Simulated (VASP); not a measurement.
VASP 6.6.1 run: KCl

INCAR

```
LWAVE = .FALSE.
SIGMA = 0.02
NBANDS = 15
NSW = 0
PREC = Accurate
LCHARG = .FALSE.
GGA = PE
EDIFF = 0.0001
LREAL = .FALSE.
ISIF = 2
ISMEAR = -1
LASPH = .TRUE.
NELM = 51
IBRION = -1
ENCUT = 520
```

KPOINTS

```
KPOINTS created by Atomic Simulation Environment
0
Gamma
3 3 3
0 0 0
```

POSCAR

```
K  Cl
 1.0000000000000000
    -0.0233818855000000    3.4839009448999998    3.4839009448999998
     3.4839009448999998   -0.0233818855000000    3.4839009448999998
     3.4839009448999998    3.4839009448999998   -0.0233818855000000
 K   Cl
   1   1
Cartesian
 -0.0055528556104242 -0.0055528556104242 -0.0055528556104242
  1.7416578566854239  1.7416578566854239  1.7416578566854242
```

The recommended PBE PAW datasets give the neutral cell 16 valence electrons.

Command

```
mpirun -np 1 vasp_std
```

OSZICAR

```
N       E                     dE             d eps       ncg     rms          rms(c)
DAV:   1     0.108046783039E+03    0.10805E+03   -0.65445E+03   180   0.900E+02
DAV:   2     0.142391946714E+01   -0.10662E+03   -0.96363E+02   229   0.230E+02
DAV:   3    -0.677279039507E+01   -0.81967E+01   -0.81366E+01   257   0.560E+01
DAV:   4    -0.709408077051E+01   -0.32129E+00   -0.32125E+00   286   0.106E+01
DAV:   5    -0.709645948056E+01   -0.23787E-02   -0.23787E-02   257   0.102E+00    0.352E+00
DAV:   6    -0.662901117431E+01    0.46745E+00   -0.72454E-01   222   0.376E+00    0.276E+00
DAV:   7    -0.658774787120E+01    0.41263E-01   -0.19244E-01   264   0.212E+00    0.166E+00
DAV:   8    -0.661091494284E+01   -0.23167E-01   -0.28541E-02   212   0.116E+00    0.307E-01
DAV:   9    -0.661314793402E+01   -0.22330E-02   -0.22856E-03   243   0.258E-01    0.168E-01
DAV:  10    -0.661582456962E+01   -0.26766E-02   -0.19415E-03   180   0.261E-01    0.331E-02
DAV:  11    -0.661585948748E+01   -0.34918E-04   -0.56230E-05   197   0.511E-02
   1 F= -.66158595E+01 E0= -.66158595E+01  d E =-.121822E-10
```

From OUTCAR

```
k-points           NKPTS =      6   k-points in BZ     NKDIM =      6   number of bands    NBANDS=     15

   NELECT =      16.0000    total number of electrons

   dimension x,y,z NGX =    40 NGY =   40 NGZ =   40
   dimension x,y,z NGXF=    80 NGYF=   80 NGZF=   80

  energy-cutoff  :      520.00
  volume of cell :       85.42
      direct lattice vectors                 reciprocal lattice vectors
    -0.023381886  3.483900945  3.483900945    -0.142080500  0.143040503  0.143040503
     3.483900945 -0.023381886  3.483900945     0.143040503 -0.142080500  0.143040503
     3.483900945  3.483900945 -0.023381886     0.143040503  0.143040503 -0.142080500

 k-points in reciprocal lattice and weights: KPOINTS created by Atomic Simulation Env
   0.00000000  0.00000000  0.00000000       0.037
   0.33333333  0.00000000  0.00000000       0.222
   0.33333333  0.33333333  0.00000000       0.222
  -0.33333333  0.33333333  0.00000000       0.222
   0.33333333  0.33333333  0.33333333       0.074
  -0.33333333  0.33333333  0.33333333       0.222

 E-fermi :  -2.6812

 k-point     1 :       0.0000    0.0000    0.0000
  band No.  band energies     occupation
      1     -30.4030      2.00000
      2     -14.9341      2.00000
      3     -13.9011      2.00000
      4     -13.9000      2.00000
      5     -13.9000      2.00000
      6      -3.2296      2.00000
      7      -3.2296      2.00000
      8      -3.2162      2.00000
      9       1.6069      0.00000
     10       6.2018      0.00000
     11       6.2018      0.00000
     12       7.1936      0.00000
     13       7.2230      0.00000
     14       7.2230      0.00000
     15       8.2481      0.00000

 k-point     2 :       0.3333    0.0000    0.0000
  band No.  band energies     occupation
      1     -30.4008      2.00000
      2     -15.0822      2.00000
      3     -13.9092      2.00000
      4     -13.9079      2.00000
      5     -13.7370      2.00000
      6      -3.4740      2.00000
      7      -3.2029      2.00000
      8      -3.1965      2.00000
      9       3.0372      0.00000
     10       5.5006      0.00000
     11       5.7384      0.00000
     12       5.8111      0.00000
     13       7.3614      0.00000
     14       7.4400      0.00000
     15       7.5006      0.00000

 k-point     3 :       0.3333    0.3333    0.0000
  band No.  band energies     occupation
      1     -30.4000      2.00000
      2     -15.1203      2.00000
      3     -13.9205      2.00000
      4     -13.9201      2.00000
      5     -13.6761      2.00000
      6      -3.5288      2.00000
      7      -3.1993      2.00000
      8      -3.1906      2.00000
      9       3.3119      0.00000
     10       4.4961      0.00000
     11       6.2333      0.00000
     12       7.0726      0.00000
     13       7.3062      0.00000
     14       7.3287      0.00000
     15       8.2842      0.00000

 k-point     4 :      -0.3333    0.3333    0.0000
  band No.  band energies     occupation
      1     -30.3992      2.00000
      2     -15.1573      2.00000
      3     -13.9397      2.00000
      4     -13.9187      2.00000
      5     -13.6221      2.00000
      6      -3.4360      2.00000
      7      -3.3428      2.00000
      8      -3.1817      2.00000
      9       3.7649      0.00000
     10       4.6428      0.00000
     11       5.9514      0.00000
     12       6.0208      0.00000
     13       7.5582      0.00000
     14       7.7582      0.00000
     15       7.9918      0.00000

 ...

  Total        0.2214417      0.2214417      0.2214417      0.0089001      0.0089001      0.0089001
  in kB        4.1532918      4.1532918      4.1532918      0.1669271      0.1669271      0.1669271
  external PRESSURE =       4.1532918 kB  Pullay stress =       0.0000000 kB

 POSITION                                       TOTAL-FORCE (eV/Angst)
 -----------------------------------------------------------------------------------
      6.93887      6.93887      6.93887         0.000229      0.000229      0.000229
      1.74166      1.74166      1.74166        -0.000229     -0.000229     -0.000229
 -----------------------------------------------------------------------------------
    total drift:                               -0.000022     -0.000022     -0.000022

  FREE ENERGIE OF THE ION-ELECTRON SYSTEM (eV)
  ---------------------------------------------------
  free  energy   TOTEN  =        -6.6158594875 eV

  energy  without entropy=       -6.6158594875  energy(sigma->0) =       -6.61585949
```

It converged. Results: gap between bands v and c on the k mesh 4.79 eV; least direct gap on the k mesh 4.82 eV; pressure 0.4 GPa. Band v is the last that the valence electrons fill when counted band by band, and c is the next.

For comparison, a separate PBE run of the intended cell, on usual settings and not on those above, gives a gap of 4.79 eV on its mesh and a pressure of 0.4 GPa.

The run above took about 11 s on one core of a shared host (Intel Xeon Platinum 8488C) and held 0.23 GiB at most.
